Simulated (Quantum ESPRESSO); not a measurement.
# Bi (Im-3m) in Quantum ESPRESSO: a series of runs

One crystal, Bi, is run at these levels: LDA, PBE; tasks: energy-loss spectrum, phonons and electron-phonon coupling.

Everything below comes from runs of Quantum ESPRESSO 7.5. Logs are shortened: lines on timing, memory, paths and dates and some standing lists are left out, and cuts for length are marked.

### Step 1. The crystal as given

The structure is cubic, space group Im-3m (No. 229). Conventional cell: a = 3.963 Å, b = 3.963 Å, c = 3.963 Å, α = 90.00°, β = 90.00°, γ = 90.00°. Bi (site symmetry m-3m) is surrounded by 8 Bi at 3.43 Å.

This isn't the form of Bi at room conditions, which is rhombohedral.

### Step 2. Energy-loss spectrum, LDA

pw.in

```
&CONTROL
  calculation = 'scf'
  prefix = 'pwscf'
  outdir = './tmp'
  pseudo_dir = './pseudo'
  tprnfor = .true.
  tstress = .true.
  disk_io = 'low'
/
&SYSTEM
  ibrav = 0
  nat = 1
  ntyp = 1
  ecutwfc = 70
  nbnd = 13
  occupations = 'smearing'
  smearing = 'mv'
  degauss = 0.00999582
/
&ELECTRONS
  conv_thr = 2d-10
  electron_maxstep = 120
  mixing_beta = 0.5
  diagonalization = 'cg'
  mixing_mode = 'local-TF'
/
ATOMIC_SPECIES
Bi   208.9804 Bi.upf
CELL_PARAMETERS bohr
  -3.7443610401    3.7443610401    3.7443610401
   3.7443610401   -3.7443610401    3.7443610401
   3.7443610401    3.7443610401   -3.7443610401
ATOMIC_POSITIONS bohr
Bi     0.0000000000    0.0000000000    0.0000000000
K_POINTS automatic
6 6 6 0 0 0
```

scf2.in

```
&CONTROL
  calculation = 'scf'
  prefix = 'pwscf'
  outdir = './tmp'
  pseudo_dir = './pseudo'
  tprnfor = .true.
  tstress = .true.
  disk_io = 'low'
/
&SYSTEM
  ibrav = 0
  nat = 1
  ntyp = 1
  ecutwfc = 70
  nbnd = 13
  occupations = 'smearing'
  smearing = 'mv'
  degauss = 0.00999582
/
&ELECTRONS
  conv_thr = 1d-11
  electron_maxstep = 120
  mixing_beta = 0.5
  diagonalization = 'cg'
  mixing_mode = 'local-TF'
  startingpot = 'file'
  startingwfc = 'file'
/
ATOMIC_SPECIES
Bi   208.9804 Bi.upf
CELL_PARAMETERS bohr
  -3.7443610401    3.7443610401    3.7443610401
   3.7443610401   -3.7443610401    3.7443610401
   3.7443610401    3.7443610401   -3.7443610401
ATOMIC_POSITIONS bohr
Bi     0.0000000000    0.0000000000    0.0000000000
K_POINTS automatic
6 6 6 0 0 0
```

eels.in

```
&LR_INPUT
  prefix = 'pwscf'
  outdir = './tmp'
  restart_step = 5000
  restart = .false.
/
&LR_CONTROL
  calculator = 'lanczos'
  approximation = 'RPA_with_CLFE'
  q1 = 0.4634745143
  q2 = 0.4634745143
  q3 = 0
  itermax = 800
/
```

spectrum.in

```
&LR_INPUT
  prefix = 'pwscf'
  outdir = './tmp'
  eels = .true.
  itermax0 = 800
  itermax = 20000
  extrapolation = 'osc'
  epsil = 0.03
  units = 1
  start = 0
  end = 40
  increment = 0.2
/
```

spectrum_short.in

```
&LR_INPUT
  prefix = 'pwscf'
  outdir = './tmp'
  eels = .true.
  itermax0 = 532
  itermax = 20000
  extrapolation = 'osc'
  epsil = 0.03
  units = 1
  start = 0
  end = 40
  increment = 0.2
/
```

Potentials or basis: PseudoDojo 0.4.1 SR LDA standard.

Run with:

```sh
$ OMP_NUM_THREADS=1 pw.x -in pw.in > pw.out
$ OMP_NUM_THREADS=1 pw.x -in scf2.in > scf2.out
$ OMP_NUM_THREADS=1 turbo_eels.x -in eels.in > eels.out
$ OMP_NUM_THREADS=1 turbo_spectrum.x -in spectrum.in > spectrum.out
$ OMP_NUM_THREADS=1 turbo_spectrum.x -in spectrum_short.in > spectrum_short.out
```

pw.out:

```text
This program is part of the open-source Quantum ESPRESSO suite
     for quantum simulation of materials; please cite
[... 9 lines left out ...]
     --------------------
     sticks:   dense  smooth     PW     G-vecs:    dense   smooth      PW
     Sum         887     887    307                16487    16487    3367

     Using Slab Decomposition

     bravais-lattice index     =            0
     lattice parameter (alat)  =       6.4854  a.u.
     unit-cell volume          =     209.9874 (a.u.)^3
     number of atoms/cell      =            1
     number of atomic types    =            1
     number of electrons       =        15.00
     number of Kohn-Sham states=           13
     kinetic-energy cutoff     =      70.0000  Ry
     charge density cutoff     =     280.0000  Ry
     scf convergence threshold =      2.0E-10
     mixing beta               =       0.5000
     number of iterations used =            8  local-TF  mixing
     Exchange-correlation= SLA  PW   NOGX NOGC
                           (   1   4   0   0   0   0   0)

     celldm(1)=   6.485424  celldm(2)=   0.000000  celldm(3)=   0.000000
     celldm(4)=   0.000000  celldm(5)=   0.000000  celldm(6)=   0.000000

     crystal axes: (cart. coord. in units of alat)
               a(1) = (  -0.577350   0.577350   0.577350 )
               a(2) = (   0.577350  -0.577350   0.577350 )
               a(3) = (   0.577350   0.577350  -0.577350 )

     reciprocal axes: (cart. coord. in units 2 pi/alat)
               b(1) = ( -0.000000  0.866025  0.866025 )
               b(2) = (  0.866025 -0.000000  0.866025 )
               b(3) = (  0.866025  0.866025  0.000000 )

     PseudoPot. # 1 for Bi read from file:
     Bi.upf
     Pseudo is Norm-conserving + core correction, Zval = 15.0
     Generated using ONCVPSP code by D. R. Hamann
     Using radial grid of 1454 points,  6 beta functions with:
                l(1) =   0
                l(2) =   0
                l(3) =   1
                l(4) =   1
                l(5) =   2
                l(6) =   2

     atomic species   valence    mass     pseudopotential
     Bi               15.00   208.98040     Bi( 1.00)

     48 Sym. Ops., with inversion, found

   Cartesian axes

     site n.     atom                  positions (alat units)
         1        Bi     tau(   1) = (   0.0000000   0.0000000   0.0000000  )

     number of k points=    16  Marzari-Vanderbilt smearing, width (Ry)=  0.0100
                       cart. coord. in units 2pi/alat
        k(    1) = (   0.0000000   0.0000000   0.0000000), wk =   0.0092593
        k(    2) = (   0.1443376   0.1443376   0.0000000), wk =   0.1111111
        k(    3) = (   0.2886751   0.2886751   0.0000000), wk =   0.1111111
        k(    4) = (  -0.4330127  -0.4330127   0.0000000), wk =   0.0555556
        k(    5) = (   0.2886751   0.1443376   0.1443376), wk =   0.2222222
        k(    6) = (   0.4330127   0.2886751   0.1443376), wk =   0.4444444
[... 8 lines left out ...]
        k(   15) = (  -0.8660254  -0.1443376  -0.1443376), wk =   0.1111111
        k(   16) = (  -0.8660254  -0.8660254  -0.8660254), wk =   0.0092593

     Dense  grid:    16487 G-vectors     FFT dimensions: (  36,  36,  36)

     Initial potential from superposition of free atoms

     starting charge      14.9993, renormalised to      15.0000
     Starting wfcs are    9 randomized atomic wfcs +    4 random wfcs

     Self-consistent Calculation

     iteration #  1     ecut=    70.00 Ry     beta= 0.50
     CG style diagonalization
     ethr =  1.00E-02,  avg # of iterations =  4.2

     Threshold (ethr) on eigenvalues was too large:
     Diagonalizing with lowered threshold

     CG style diagonalization
     ethr =  9.62E-06,  avg # of iterations =  5.0

     total energy              =    -163.83192684 Ry
     estimated scf accuracy    <       0.00180578 Ry

     iteration #  2     ecut=    70.00 Ry     beta= 0.50
     CG style diagonalization
     ethr =  1.20E-05,  avg # of iterations =  3.0

     total energy              =    -163.83146381 Ry
     estimated scf accuracy    <       0.00090075 Ry

     iteration #  3     ecut=    70.00 Ry     beta= 0.50
     CG style diagonalization
     ethr =  6.00E-06,  avg # of iterations =  3.3

     total energy              =    -163.83160420 Ry
     estimated scf accuracy    <       0.00000843 Ry

     iteration #  4     ecut=    70.00 Ry     beta= 0.50
     CG style diagonalization
     ethr =  5.62E-08,  avg # of iterations =  3.9

     total energy              =    -163.83161148 Ry
     estimated scf accuracy    <       0.00000139 Ry

     iteration #  5     ecut=    70.00 Ry     beta= 0.50
     CG style diagonalization
     ethr =  9.27E-09,  avg # of iterations =  3.0

     total energy              =    -163.83161103 Ry
     estimated scf accuracy    <       0.00000115 Ry

     iteration #  6     ecut=    70.00 Ry     beta= 0.50
     CG style diagonalization
     ethr =  7.66E-09,  avg # of iterations =  3.4

     total energy              =    -163.83161110 Ry
     estimated scf accuracy    <       0.00000016 Ry

     iteration #  7     ecut=    70.00 Ry     beta= 0.50
     CG style diagonalization
     ethr =  1.08E-09,  avg # of iterations =  3.1

     total energy              =    -163.83161109 Ry
     estimated scf accuracy    <       0.00000003 Ry

     iteration #  8     ecut=    70.00 Ry     beta= 0.50
     CG style diagonalization
     ethr =  1.83E-10,  avg # of iterations =  3.9

     total energy              =    -163.83161111 Ry
     estimated scf accuracy    <       0.00000001 Ry

     iteration #  9     ecut=    70.00 Ry     beta= 0.50
     CG style diagonalization
     ethr =  8.09E-11,  avg # of iterations =  3.3

     total energy              =    -163.83161111 Ry
     estimated scf accuracy    <          7.0E-10 Ry

     iteration # 10     ecut=    70.00 Ry     beta= 0.50
     CG style diagonalization
     ethr =  4.69E-12,  avg # of iterations =  3.8

     End of self-consistent calculation

          k = 0.0000 0.0000 0.0000 (  2093 PWs)   bands (ev):

   -11.3432 -11.3432 -11.3432 -11.2125 -11.2125  -2.0001  16.6011  16.6011
    16.6011  20.7107  22.5037  22.5037  22.5039

          k = 0.1443 0.1443 0.0000 (  2080 PWs)   bands (ev):

   -11.3532 -11.3272 -11.2907 -11.2233 -11.2145  -1.5020  13.0821  15.3871
    16.1881  19.7527  20.8062  22.1221  23.0949

          k = 0.2887 0.2887 0.0000 (  2076 PWs)   bands (ev):

   -11.3732 -11.3135 -11.2286 -11.2183 -11.1837  -0.1347   8.7255  13.7550
    15.3862  18.1192  19.6202  23.0779  24.5378

          k =-0.4330-0.4330 0.0000 (  2058 PWs)   bands (ev):

   -11.3832 -11.3192 -11.2201 -11.2198 -11.1292   1.0068   6.5204  13.1171
    15.0187  17.6108  19.2310  24.3039  25.7256

          k = 0.2887 0.1443 0.1443 (  2072 PWs)   bands (ev):

   -11.3524 -11.3174 -11.2341 -11.2238 -11.2128  -0.5593  10.2931  13.0321
    15.0257  19.7967  20.5898  22.9899  24.0326

          k = 0.4330 0.2887 0.1443 (  2086 PWs)   bands (ev):

   -11.3610 -11.2999 -11.2285 -11.2242 -11.1587   0.8792   7.5086  11.2058
    14.2722  19.1616  21.7668  22.8800  25.1173

          k = 0.5774 0.2887 0.2887 (  2097 PWs)   bands (ev):

   -11.3496 -11.2550 -11.2550 -11.1955 -11.1955   1.4953   8.3084   8.3084
    13.8966  20.2785  22.4707  22.4707  27.9022

          k = 0.2887 0.2887 0.2887 (  2076 PWs)   bands (ev):

   -11.3296 -11.3296 -11.2219 -11.2219 -11.1841   0.5876   8.4262  11.7131
    11.7131  23.3350  23.3351  24.2508  25.5983

          k = 0.4330 0.4330 0.2887 (  2074 PWs)   bands (ev):

   -11.3319 -11.2848 -11.2196 -11.2191 -11.2056   1.3804   7.7654   9.9478
    11.2267  23.4806  24.3529  26.0479  26.6315

          k = 0.0000 0.0000 0.2887 (  2070 PWs)   bands (ev):

   -11.3046 -11.3046 -11.2945 -11.2469 -11.2172  -1.0134  12.4819  14.1383
    14.1383  18.7256  22.2610  22.2611  23.6030

          k =-0.0000-0.1443 0.4330 (  2082 PWs)   bands (ev):

   -11.3173 -11.2931 -11.2511 -11.2338 -11.1898   0.3136   9.1103  12.5417
    13.3613  18.3726  21.4000  21.6640  24.3274

          k =-0.8660-0.2887-0.2887 (  2084 PWs)   bands (ev):

   -11.3259 -11.3065 -11.2542 -11.2227 -11.1342   1.3922   7.0815  11.9272
    13.1138  19.3272  21.2579  21.4164  21.5854

          k =-0.7217-0.1443-0.2887 (  2069 PWs)   bands (ev):

   -11.2989 -11.2983 -11.2737 -11.2016 -11.1569   1.5581   8.1543   9.7669
    13.6761  18.2150  20.3322  20.9175  26.2467

          k =-0.0000-0.0000 0.5774 (  2058 PWs)   bands (ev):

   -11.3174 -11.2885 -11.2077 -11.2077 -11.1973   1.4937   9.6000  10.9742
    10.9742  16.0689  19.9898  25.6636  25.6636

          k =-0.8660-0.1443-0.1443 (  2064 PWs)   bands (ev):

   -11.3315 -11.3208 -11.2088 -11.1794 -11.1440   2.3812   8.5691  10.3700
    10.9049  16.3895  17.3258  25.2737  25.5069

          k =-0.8660-0.8660-0.8660 (  2046 PWs)   bands (ev):

   -11.3534 -11.3534 -11.1489 -11.1489 -11.1489   3.0771   9.7674   9.7674
     9.7674  15.2036  15.2036  27.8991  29.7648

     the Fermi energy is    11.2737 ev

!    total energy              =    -163.83161111 Ry
     estimated scf accuracy    <          1.0E-10 Ry
     smearing contrib. (-TS)   =      -0.00040688 Ry
     internal energy E=F+TS    =    -163.83120423 Ry

     The total energy is F=E-TS. E is the sum of the following terms:
     one-electron contribution =     -42.28206358 Ry
     hartree contribution      =      30.58381051 Ry
     xc contribution           =     -42.79152850 Ry
     ewald contribution        =    -109.34142266 Ry

     convergence has been achieved in  10 iterations

     Forces acting on atoms (cartesian axes, Ry/au):

     atom    1 type  1   force =     0.00000000    0.00000000    0.00000000

     Total force =     0.000000     Total SCF correction =     0.000000

     Computing stress (Cartesian axis) and pressure

          total   stress  (Ry/bohr**3)                   (kbar)     P=      -30.75
  -0.00020904   0.00000000   0.00000000          -30.75        0.00        0.00
   0.00000000  -0.00020904  -0.00000000            0.00      -30.75       -0.00
   0.00000000   0.00000000  -0.00020904            0.00        0.00      -30.75

=------------------------------------------------------------------------------=
   JOB DONE.
=------------------------------------------------------------------------------=
```

Run time: 11 min. Hardware: 1 thread of Arm Neoverse V2, shared host; peak memory 0.36 GiB.

What came out:

| Quantity | Value |
| --- | --- |
| Free energy | -2229.0426 eV |
| Pressure | -3.1 GPa |
| Band gap on the k mesh | none (metal or under the smearing width) |
| Peak of the energy-loss function | 20.4 eV |

Energy-loss function at q = [0.84853, 0.84853, 0.0] (Å⁻¹, cartesian):
```
energy (eV)   loss
        0.0  0.000
        1.8  0.031
        3.4  0.119
        5.2  0.149
        7.0  0.172
        8.6  0.165
       10.4  0.158
       12.2  0.264
       13.8  0.389
       15.6  0.559
       17.4  0.598
       19.0  0.729
       20.8  1.015
       22.4  0.813
       24.2  0.662
       26.0  0.584
       27.6  0.542
       29.4  0.219
       31.2  0.197
       32.8  0.218
       34.6  0.188
       36.4  0.178
       38.0  0.172
       39.8  0.156
```

Caveat: the k mesh is coarse (spacing up to 0.37 Å⁻¹), so the values aren't converged; the Lanczos chain is short for so many electrons, so humps in the spectrum may be artefacts; spin-orbit coupling is left out, which moves the levels of the heavy elements.

(Part 1 of 2 ends here.)
